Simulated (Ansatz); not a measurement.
Runs of Ansatz 0.2.0 on GaN. The structure is cubic, space group F-43m (No. 216). The conventional cell has a = 4.507 Å, b = 4.507 Å, c = 4.507 Å, α = 90.00°, β = 90.00°, γ = 90.00°. Ga (site symmetry -43m) is surrounded by 4 N at 1.95 Å. N (site symmetry -43m) is surrounded by 4 Ga at 1.95 Å. The cell is a database's computed one.

```tsv
task	level	cell	k mesh	cutoff (eV)	smearing	points for each segment of the path	broadening	mesh quality	gap on the mesh (eV)	pressure (GPa)	V0 of scaled cells (Å³/atom)	relaxed volume (Å³/atom)	B0 (GPa)
band structure	RPBE	as given	10 × 10 × 10	420	fermi-dirac 0.05 eV	14	-	not flagged	1.75	9.2	-	-	-
equation of state	r2SCAN+D4	as given	10 × 10 × 10	500	fermi-dirac 0.05 eV	-	-	not flagged	-	-	11.26	-	201
equation of state	revPBE	as given	10 × 10 × 10	420	fermi-dirac 0.05 eV	-	-	not flagged	-	-	11.97	-	(a)
relaxation of cell and atoms	m-r2SCAN	relaxed	10 × 10 × 10	500	fermi-dirac 0.05 eV	-	-	not flagged	2.17	0.0	-	11.37	-
equation of state	BLYP+D3(BJ)	as given	10 × 10 × 10	420	fermi-dirac 0.05 eV	-	-	not flagged	-	-	(c)	-	175
optical spectrum	HSE03+D3(BJ)	volume scaled by 1.15	5 × 5 × 5	420	fermi-dirac 0.1 eV	-	0.1 eV	coarse	(b)	-	-	-	-
equation of state	BPBE	as given	10 × 10 × 10	420	fermi-dirac 0.05 eV	-	-	not flagged	-	-	11.74	-	173
relaxation of cell and atoms	PBEsol+D3(BJ)	relaxed	10 × 10 × 10	420	fermi-dirac 0.05 eV	-	-	not flagged	1.81	0.0	-	11.19	-
```

Alike in all rows: potentials or basis Ansatz PAW; no spin polarisation.

Q: Fill in the values left out.

A: (a) 164; (b) 1.74; (c) 11.60.

Caveats: some runs use coarse meshes; the PAW data sets come from PBE, with cores solved anew for the run's functional, which leaves a small shift of forces and pressure (some runs); the potentials were made for another functional, which shifts forces and pressure (some runs); the plane-wave basis is chosen anew once the cell has moved, so the energies of steps on either side of that aren't comparable (some runs); the PAW data sets were made with another functional, which shifts forces and pressure a little (some runs); odd divisions of the mesh miss points on the zone boundary, where band edges often lie, so the gap on the mesh can be too wide (some runs); spectra need much finer meshes, so this one isn't converged (some runs); independent-particle spectra lack excitons (some runs).

A k mesh can miss the band edges, and the runs leave out spin-orbit coupling on Ga.

Runs at the PBE level aren't shown here.
